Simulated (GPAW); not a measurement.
# BeTe (F-43m) in GPAW: notebook, part 2 of 2

GPAW 26.7.0.

## 4. Band structure, PBE

Contents of run.py:

```python
import spglib
from ase import Atoms
from ase.dft.bandgap import bandgap
from ase.io import read, write
from ase.units import GPa
from gpaw import GPAW, PW, setup_paths

setup_paths.insert(0, '.')

atoms = read('BeTe.cif')
cell, positions, numbers = spglib.find_primitive(
    (atoms.cell[:], atoms.get_scaled_positions(), atoms.numbers), symprec=1e-4)
atoms = Atoms(numbers, cell=cell, scaled_positions=positions, pbc=True)

calc = GPAW(mode=PW(800),
            xc='PBE',
            kpts={'size': (8, 8, 8), 'gamma': True},
            occupations={'name': 'fermi-dirac', 'width': 0.05},
            nbands=11,
            convergence={'density': 1e-05, 'energy': 1e-05},
            maxiter=150,
            txt='gpaw.txt')
atoms.calc = calc
energy = atoms.get_potential_energy()
forces = atoms.get_forces()
stress = atoms.get_stress()
calc.write('gs.gpw')
write('result.traj', atoms)
print(f'Energy: {energy:.6f} eV')
print('Forces (eV/A):')
print(forces.round(4))
print('Stress (GPa):', (stress / GPa).round(3))
print('Fermi level:', round(calc.get_fermi_level(), 4), 'eV')
print(f'Gap: {bandgap(calc)[0]:.4f} eV, direct: {bandgap(calc, direct=True)[0]:.4f} eV')

path = atoms.cell.bandpath('GXWKGLUWLK,UX', npoints=100, eps=1e-4)
bs_calc = calc.fixed_density(kpts=path, symmetry='off', nbands=21,
                             convergence={'bands': 'CBM+6.0', 'eigenstates': 1e-6}, txt='bands.txt')
bs = bs_calc.band_structure()
bs.write('bs.json')
print(f'Gap on the path: {bandgap(bs_calc)[0]:.4f} eV')
```

Contents of BeTe.cif:

```cif
data_BeTe
_cell_length_a 5.54000000
_cell_length_b 5.54000000
_cell_length_c 5.54000000
_cell_angle_alpha 90.00000000
_cell_angle_beta 90.00000000
_cell_angle_gamma 90.00000000
_space_group_name_H-M_alt 'F-43m'
_space_group_name_Hall 'F -4 2 3'
_space_group_IT_number 216
loop_
_space_group_symop_operation_xyz
'x,y,z'
'y,-x,-z'
'-x,-y,z'
'-y,x,-z'
'x,-y,-z'
'y,x,z'
'-x,y,-z'
'-y,-x,z'
'z,x,y'
'-z,y,-x'
'z,-x,-y'
'-z,-y,x'
'-z,x,-y'
'z,y,x'
'-z,-x,y'
'z,-y,-x'
'y,z,x'
'-x,-z,y'
'-y,z,-x'
'x,-z,-y'
'-y,-z,x'
'x,z,y'
'y,-z,-x'
'-x,z,-y'
'x,y+1/2,z+1/2'
'y,-x+1/2,-z+1/2'
'-x,-y+1/2,z+1/2'
'-y,x+1/2,-z+1/2'
'x,-y+1/2,-z+1/2'
'y,x+1/2,z+1/2'
'-x,y+1/2,-z+1/2'
'-y,-x+1/2,z+1/2'
'z,x+1/2,y+1/2'
'-z,y+1/2,-x+1/2'
'z,-x+1/2,-y+1/2'
'-z,-y+1/2,x+1/2'
'-z,x+1/2,-y+1/2'
'z,y+1/2,x+1/2'
'-z,-x+1/2,y+1/2'
'z,-y+1/2,-x+1/2'
'y,z+1/2,x+1/2'
'-x,-z+1/2,y+1/2'
'-y,z+1/2,-x+1/2'
'x,-z+1/2,-y+1/2'
'-y,-z+1/2,x+1/2'
'x,z+1/2,y+1/2'
'y,-z+1/2,-x+1/2'
'-x,z+1/2,-y+1/2'
'x+1/2,y,z+1/2'
'y+1/2,-x,-z+1/2'
'-x+1/2,-y,z+1/2'
'-y+1/2,x,-z+1/2'
'x+1/2,-y,-z+1/2'
'y+1/2,x,z+1/2'
'-x+1/2,y,-z+1/2'
'-y+1/2,-x,z+1/2'
'z+1/2,x,y+1/2'
'-z+1/2,y,-x+1/2'
'z+1/2,-x,-y+1/2'
'-z+1/2,-y,x+1/2'
'-z+1/2,x,-y+1/2'
'z+1/2,y,x+1/2'
'-z+1/2,-x,y+1/2'
'z+1/2,-y,-x+1/2'
'y+1/2,z,x+1/2'
'-x+1/2,-z,y+1/2'
'-y+1/2,z,-x+1/2'
'x+1/2,-z,-y+1/2'
'-y+1/2,-z,x+1/2'
'x+1/2,z,y+1/2'
'y+1/2,-z,-x+1/2'
'-x+1/2,z,-y+1/2'
'x+1/2,y+1/2,z'
'y+1/2,-x+1/2,-z'
'-x+1/2,-y+1/2,z'
'-y+1/2,x+1/2,-z'
'x+1/2,-y+1/2,-z'
'y+1/2,x+1/2,z'
'-x+1/2,y+1/2,-z'
'-y+1/2,-x+1/2,z'
'z+1/2,x+1/2,y'
'-z+1/2,y+1/2,-x'
'z+1/2,-x+1/2,-y'
'-z+1/2,-y+1/2,x'
'-z+1/2,x+1/2,-y'
'z+1/2,y+1/2,x'
'-z+1/2,-x+1/2,y'
'z+1/2,-y+1/2,-x'
'y+1/2,z+1/2,x'
'-x+1/2,-z+1/2,y'
'-y+1/2,z+1/2,-x'
'x+1/2,-z+1/2,-y'
'-y+1/2,-z+1/2,x'
'x+1/2,z+1/2,y'
'y+1/2,-z+1/2,-x'
'-x+1/2,z+1/2,-y'
loop_
_atom_site_label
_atom_site_type_symbol
_atom_site_symmetry_multiplicity
_atom_site_Wyckoff_symbol
_atom_site_fract_x
_atom_site_fract_y
_atom_site_fract_z
_atom_site_occupancy
Te1 Te 4 c 0.2500000000 0.2500000000 0.2500000000 1
Be1 Be 4 a 0.0000000000 0.0000000000 0.0000000000 1
```

Potentials or basis: PAW data sets generated in the run's folder for this functional, pw.

Run with:

```bash
$ gpaw-setup -f PBE Be Te
$ OMP_NUM_THREADS=1 python run.py
```

Wall time 21 s (1 thread of AMD EPYC 9R45 (Zen 5), shared host); peak memory 0.31 GiB.

Results (log left out):

```yaml
Free_energy: -7.6281 eV
Pressure: 4.2 GPa
Band_gap_on_the_k_mesh: 1.86 eV, indirect (least direct gap 3.59 eV)
Band_gap_along_the_path: 1.86 eV, indirect (least direct gap 3.59 eV)
```

Levels at the corners of the path, in eV from the valence-band top:
| point | band 1 | band 2 | band 3 | band 4 | band 5 | band 6 | band 7 | band 8 |
| --- | --- | --- | --- | --- | --- | --- | --- | --- |
| Γ | -12.61 | 0.00 | 0.00 | 0.00 | 3.59 | 3.59 | 3.59 | 4.20 |
| X | -10.60 | -5.38 | -2.83 | -2.83 | 1.86 | 2.61 | 10.08 | 10.08 |
| W | -10.56 | -4.80 | -3.96 | -3.45 | 5.34 | 5.54 | 5.69 | 6.42 |
| K | -10.62 | -5.00 | -4.15 | -2.39 | 2.64 | 5.33 | 8.11 | 8.49 |
| Γ | -12.61 | 0.00 | 0.00 | 0.00 | 3.59 | 3.59 | 3.59 | 4.20 |
| L | -11.14 | -5.86 | -1.22 | -1.22 | 3.23 | 4.60 | 4.60 | 7.82 |
| U | -10.62 | -5.00 | -4.15 | -2.39 | 2.64 | 5.33 | 8.11 | 8.49 |
| W | -10.56 | -4.80 | -3.96 | -3.45 | 5.34 | 5.54 | 5.69 | 6.42 |
| L | -11.14 | -5.86 | -1.22 | -1.22 | 3.23 | 4.60 | 4.60 | 7.82 |
| K | -10.62 | -5.00 | -4.15 | -2.39 | 2.64 | 5.33 | 8.11 | 8.49 |
| U | -10.62 | -5.00 | -4.15 | -2.39 | 2.64 | 5.33 | 8.11 | 8.49 |
| X | -10.60 | -5.38 | -2.83 | -2.83 | 1.86 | 2.61 | 10.08 | 10.08 |

Caveat: spin-orbit coupling is left out, which moves the levels of the heavy elements.

## 5. Band structure, BP86, spin-orbit coupling, no magnetisation

run.py, as its differences from that of step 4:

```diff
@@ -1,3 +1,2 @@
-import spglib
-from ase import Atoms
+import numpy as np
 from ase.dft.bandgap import bandgap
@@ -6,2 +5,3 @@
 from gpaw import GPAW, PW, setup_paths
+from gpaw.spinorbit import soc_eigenstates
 
@@ -9,9 +9,6 @@
 
-atoms = read('BeTe.cif')
-cell, positions, numbers = spglib.find_primitive(
-    (atoms.cell[:], atoms.get_scaled_positions(), atoms.numbers), symprec=1e-4)
-atoms = Atoms(numbers, cell=cell, scaled_positions=positions, pbc=True)
+atoms = read('POSCAR')
 
 calc = GPAW(mode=PW(800),
-            xc='PBE',
+            xc='GGA_X_B88+GGA_C_P86',
             kpts={'size': (8, 8, 8), 'gamma': True},
@@ -41 +38,7 @@
 print(f'Gap on the path: {bandgap(bs_calc)[0]:.4f} eV')
+
+soc = soc_eigenstates(bs_calc, theta=0, phi=0)
+np.savetxt('soc_bands.dat', soc.eigenvalues(), fmt='%.4f')
+mesh = soc_eigenstates('gs.gpw', theta=0, phi=0)
+np.savetxt('soc_mesh.dat', mesh.eigenvalues(), fmt='%.4f')
+print('Fermi level with spin-orbit coupling:', round(mesh.fermi_level, 4), 'eV')
```

Contents of POSCAR:

```
BeTe
1.0
    0.0000000000      2.7700000000      2.7700000000
    2.7700000000      0.0000000000      2.7700000000
    2.7700000000      2.7700000000      0.0000000000
Te Be
1 1
Direct
    0.7500000000      0.7500000000      0.7500000000
    0.0000000000      0.0000000000      0.0000000000
```

Potentials or basis: PAW data sets generated in the run's folder for this functional, pw.

Run with:

```bash
$ gpaw-setup -f GGA_X_B88+GGA_C_P86 Be Te
$ OMP_NUM_THREADS=1 python run.py
```

gpaw.txt:

```text
__  _  _
 | _ |_)|_||  |
 |__||  | ||/\| - 26.7.0

Input parameters:
  mode=PW(ecut=800.0),
  convergence={'density': 1e-05, 'energy': 1e-05},
  kpts=MonkhorstPack(size=(8, 8, 8), gamma=True),
  maxiter=150,
  nbands=11,
  occupations=Occupations(name='fermi-dirac', width=0.05),
  xc=XC(name='GGA_X_B88+GGA_C_P86')

Diagonalizing LCAO Hamiltonian
Converting LCAO to pw mode

                    Te

       Be

Atoms  # Å, Bohr magnetons
|   | symbol |        x |        y |        z |    initial magnetic moments |
|---|--------|----------|----------|----------|-----------------------------|
| 0 |     Te | 4.155000 | 4.155000 | 4.155000 | ( 0.0000,  0.0000,  0.0000) |
| 1 |     Be | 0.000000 | 0.000000 | 0.000000 | ( 0.0000,  0.0000,  0.0000) |

Unit cell  # Å
| periodic |        x |        y |        z |  lengths |    angles |
|----------|----------|----------|----------|----------|-----------|
|      yes | 0.000000 | 2.770000 | 2.770000 | 3.917372 | 60.000000 |
|      yes | 2.770000 | 0.000000 | 2.770000 | 3.917372 | 60.000000 |
|      yes | 2.770000 | 2.770000 | 0.000000 | 3.917372 | 60.000000 |

Number of symmetries: 24
Symmetry operations  # r_c * U_cc + t_c -> r_c
|    | kind |            matrix            |
|----|------|------------------------------|
|  0 |  E   |  1, 0, 0,  0, 1, 0,  0, 0, 1 |
|  1 |  σ   |  1, 0, 0,  0, 0, 1,  0, 1, 0 |
|  2 |  σ   |  1, 0,-1,  0, 1,-1,  0, 0,-1 |
|  3 |  C3  |  1, 0,-1,  0, 0,-1,  0, 1,-1 |
|  4 |  C3  |  1,-1, 0,  0,-1, 1,  0,-1, 0 |
|  5 |  σ   |  1,-1, 0,  0,-1, 0,  0,-1, 1 |
|  6 |  σ   |  0, 1, 0,  1, 0, 0,  0, 0, 1 |
|  7 |  C3  |  0, 1, 0,  0, 0, 1,  1, 0, 0 |
[... 147 lines left out ...]
SCF iterations
|iter     | |      energy | eigst |  dens |
|---------|-|-------------|-------|-------|
|iter:   1| |   -7.436251 | -0.10 |       |
|iter:   2| |   -7.420937 | -2.10 | -0.91 |
|iter:   3| |   -7.307753 | -2.30 | -0.94 |
|iter:   4| |   -7.308159 | -3.22 | -1.54 |
|iter:   5| |   -7.308775 | -4.58 | -2.10 |
|iter:   6| |   -7.308818 | -5.76 | -2.68 |
|iter:   7| |   -7.308819c| -7.30 | -3.72 |
|iter:   8| |   -7.308819c| -8.40c| -4.15 |
|iter:   9| |   -7.308819c| -9.06c| -5.44c|

Converged in 9 steps
Energy contributions relative to reference atoms: (reference = -185222.026308)

Energy contributions:
  Kinetic:          20.336015
  Coulomb:         -18.357393
  Zero:              0.193633
  External:          0.000000
  Xc:               -9.481075
  Entropy:          -0.000000
  Spinorbit:         0.000000
  ----------------------------
  Free energy:      -7.308819
  Extrapolated:     -7.308819

dipole moment: (-0.476219, -0.476219, -0.476219)  # |e|*Ang

Fermi level: 6.363
Eigenvalues  # (at kpt = [0.000, 0.000, 0.000])
| band index |      eig [eV] | occ [0-2] |
|------------|---------------|-----------|
|          0 |        -7.149 |     2.000 |
|          1 |         5.462 |     2.000 |
|          2 |         5.462 |     2.000 |
|          3 |         5.462 |     2.000 |
|          4 |         9.126 |     0.000 |
|          5 |         9.126 |     0.000 |
|          6 |         9.126 |     0.000 |
|          7 |         9.701 |     0.000 |
|          8 |        13.941 |     0.000 |
|          9 |        16.083 |     0.000 |
|         10 |        16.089 |     0.000 |

Gap: 1.949 eV
Transition (v -> c):
  (s=0, k=0, n=3, [0.00, 0.00, 0.00]) -> (s=0, k=24, n=4, [0.50, 0.50, 0.00])
Direct/indirect transitions are different
Direct gap: 3.664 eV
Transition at: (s=0, k=0, n=3, [0.00, 0.00, 0.00])

Forces  # eV/Ang
|       x |       y |        z |
|---------|---------|----------|
| 0.00000 | 0.00000 |  0.00000 |  # Te   0
| 0.00000 | 0.00000 | -0.00000 |  # Be   1

Stress tensor  # eV/Ang^3
|         x |         y |         z |
|-----------|-----------|-----------|
| -0.030024 | -0.000000 |  0.000000 |
| -0.000000 | -0.030024 |  0.000000 |
|  0.000000 |  0.000000 | -0.030024 |

# Writing to gs.gpw (mode='')
```

stdout:

```text
Energy: -7.308819 eV
Forces (eV/A):
[[ 0.  0.  0.]
 [ 0.  0. -0.]]
Stress (GPa): [-4.81 -4.81 -4.81  0.    0.   -0.  ]
Fermi level: 6.3632 eV
Gap: 1.9488 eV, direct: 3.6642 eV
Gap on the path: 1.9488 eV
Fermi level with spin-orbit coupling: 6.5977 eV
```

bands.txt:

```text
Diagonalizing LCAO Hamiltonian
Converting LCAO to pw mode
convergence criteria:
- Maximum integral of absolute [eigenst]ate change: 1e-06 eV^2 / valence electron
maximum number of iterations: 150

SCF iterations
|iter     | |      energy | eigst |  dens |
|---------|-|-------------|-------|-------|
[... 105 lines left out ...]
         [0.3875    , 0.3875    , 0.725     ],
         [0.375     , 0.375     , 0.75      ],
         [0.625     , 0.25      , 0.625     ],
         [0.60416667, 0.20833333, 0.60416667],
         [0.58333333, 0.16666667, 0.58333333],
         [0.5625    , 0.125     , 0.5625    ],
         [0.54166667, 0.08333333, 0.54166667],
         [0.52083333, 0.04166667, 0.52083333],
         [0.5       , 0.        , 0.5       ]])),
  maxiter=150,
  nbands=21,
  occupations=Occupations(name='fermi-dirac', width=0.05),
  symmetry=Symmetry(point_group=False, time_reversal=False),
  xc=XC(name='GGA_X_B88+GGA_C_P86')
```

Wall time 22 s (1 thread of AMD EPYC 9R45 (Zen 5), shared host); peak memory 0.34 GiB.

Results:

```
Free energy             : -7.3088 eV
Pressure                : 4.8 GPa
Band gap on the k mesh  : 1.60 eV, indirect (least direct gap 3.27 eV)
Band gap along the path : 1.61 eV, indirect (least direct gap 3.28 eV)
```

Levels at the corners of the path, in eV from the valence-band top:
| point | band 5 | band 6 | band 7 | band 8 | band 9 | band 10 | band 11 | band 12 |
| --- | --- | --- | --- | --- | --- | --- | --- | --- |
| Γ | 0.00 | 0.00 | 0.00 | 0.00 | 3.28 | 3.28 | 3.35 | 3.35 |
| X | -3.36 | -3.36 | -2.92 | -2.92 | 1.61 | 1.61 | 2.34 | 2.34 |
| W | -4.58 | -4.06 | -3.72 | -3.66 | 5.00 | 5.04 | 5.27 | 5.29 |
| K | -4.62 | -4.31 | -2.70 | -2.68 | 2.36 | 2.39 | 4.99 | 5.10 |
| Γ | 0.00 | 0.00 | 0.00 | 0.00 | 3.28 | 3.28 | 3.35 | 3.35 |
| L | -1.83 | -1.83 | -1.26 | -1.26 | 2.94 | 2.94 | 4.29 | 4.29 |
| U | -4.62 | -4.31 | -2.70 | -2.68 | 2.36 | 2.39 | 4.99 | 5.10 |
| W | -4.58 | -4.06 | -3.72 | -3.66 | 5.00 | 5.04 | 5.27 | 5.29 |
| L | -1.83 | -1.83 | -1.26 | -1.26 | 2.94 | 2.94 | 4.29 | 4.29 |
| K | -4.62 | -4.31 | -2.70 | -2.68 | 2.36 | 2.39 | 4.99 | 5.10 |
| U | -4.62 | -4.31 | -2.70 | -2.68 | 2.36 | 2.39 | 4.99 | 5.10 |
| X | -3.36 | -3.36 | -2.92 | -2.92 | 1.61 | 1.61 | 2.34 | 2.34 |

Caveat: spin-orbit coupling was added after a scalar SCF, so levels and gaps hold it while energy, forces, pressure and moments don't; this program's spin-orbit splittings come out too wide for heavy elements.

## 6. Band structure, PBEsol, spin-orbit coupling, no magnetisation

run.py, as its differences from that of step 5:

```diff
@@ -9,6 +9,6 @@
 
-atoms = read('POSCAR')
+atoms = read('BeTe.xyz')
 
 calc = GPAW(mode=PW(800),
-            xc='GGA_X_B88+GGA_C_P86',
+            xc='PBEsol',
             kpts={'size': (8, 8, 8), 'gamma': True},
```

Contents of BeTe.xyz:

```xyz
2
Lattice="0.0000000000 2.7700000000 2.7700000000 2.7700000000 0.0000000000 2.7700000000 2.7700000000 2.7700000000 0.0000000000" Properties=species:S:1:pos:R:3 pbc="T T T"
Te     4.1550000000      4.1550000000      4.1550000000
Be     0.0000000000      0.0000000000      0.0000000000
```

Potentials or basis: PAW data sets generated in the run's folder for this functional, pw.

Run with:

```bash
$ gpaw-setup -f PBEsol Be Te
$ OMP_NUM_THREADS=1 python run.py
```

Run time: 23 s. Hardware: 1 thread of AMD EPYC 9R45 (Zen 5), shared host; peak memory 0.34 GiB.

Results (log left out):

| Quantity | Value |
| --- | --- |
| Free energy | -8.2675 eV |
| Pressure | 2.1 GPa |
| Band gap on the k mesh | 1.40 eV, indirect (least direct gap 3.19 eV) |
| Band gap along the path | 1.40 eV, indirect (least direct gap 3.19 eV) |

Levels at the corners of the path, in eV from the valence-band top:
| point | band 6 | band 7 | band 8 | band 9 | band 10 | band 11 |
| --- | --- | --- | --- | --- | --- | --- |
| Γ | 0.00 | 0.00 | 0.00 | 3.19 | 3.19 | 3.27 |
| X | -3.40 | -2.96 | -2.96 | 1.40 | 1.40 | 2.22 |
| W | -4.14 | -3.79 | -3.73 | 4.84 | 4.87 | 5.13 |
| K | -4.39 | -2.73 | -2.71 | 2.20 | 2.23 | 4.87 |
| Γ | 0.00 | 0.00 | 0.00 | 3.19 | 3.19 | 3.27 |
| L | -1.85 | -1.28 | -1.28 | 2.84 | 2.84 | 4.18 |
| U | -4.39 | -2.73 | -2.71 | 2.20 | 2.23 | 4.87 |
| W | -4.14 | -3.79 | -3.73 | 4.84 | 4.87 | 5.13 |
| L | -1.85 | -1.28 | -1.28 | 2.84 | 2.84 | 4.18 |
| K | -4.39 | -2.73 | -2.71 | 2.20 | 2.23 | 4.87 |
| U | -4.39 | -2.73 | -2.71 | 2.20 | 2.23 | 4.87 |
| X | -3.40 | -2.96 | -2.96 | 1.40 | 1.40 | 2.22 |

Caveat: spin-orbit coupling was added after a scalar SCF, so levels and gaps hold it while energy, forces, pressure and moments don't; this program's spin-orbit splittings come out too wide for heavy elements.

## 7. The runs side by side

| task | level | potentials or basis | spin | k mesh | cutoff (eV) | smearing | response ecut | response k mesh | response bands | kernels | coarser k mesh | gap on the mesh (eV) | pressure (GPa) |
| --- | --- | --- | --- | --- | --- | --- | --- | --- | --- | --- | --- | --- | --- |
| dielectric tensor | PBE | GPAW PAW data sets (gpaw-data 1.2.1), pw | off | 7 × 7 × 7 | 600 | fermi-dirac 0.001 eV | 80 eV | 21 × 21 × 21 | 24 | ["RPA", "ALDA", "ALDA_X"] | 15 × 15 × 15 | 1.92 | - |
| equation of state | LDA | the program's PAW data sets (release 1.2.1) made for this functional, pw | off | 8 × 8 × 8 | 800 | fermi-dirac 0.05 eV | - | - | - | - | - | - | - |
| band structure | PBE | PAW data sets generated in the run's folder for this functional, pw | off | 8 × 8 × 8 | 800 | fermi-dirac 0.05 eV | - | - | - | - | - | 1.86 | 4.2 |
| band structure | BP86 | PAW data sets generated in the run's folder for this functional, pw | SOC, no magnetisation | 8 × 8 × 8 | 800 | fermi-dirac 0.05 eV | - | - | - | - | - | 1.60 | 4.8 |
| band structure | PBEsol | PAW data sets generated in the run's folder for this functional, pw | SOC, no magnetisation | 8 × 8 × 8 | 800 | fermi-dirac 0.05 eV | - | - | - | - | - | 1.40 | 2.1 |

Alike in all rows: cell as given.

Caveats: spin-orbit coupling is left out, which moves the levels of the heavy elements (some runs); spin-orbit coupling was added after a scalar SCF, so levels and gaps hold it while energy, forces, pressure and moments don't (some runs); this program's spin-orbit splittings come out too wide for heavy elements (some runs); the long-wavelength limit can be off by a per cent or two (some runs); an odd mesh through Γ misses points on the zone boundary, where band edges often lie (some runs).

Absolute energies hang on the potentials; compare differences alone.
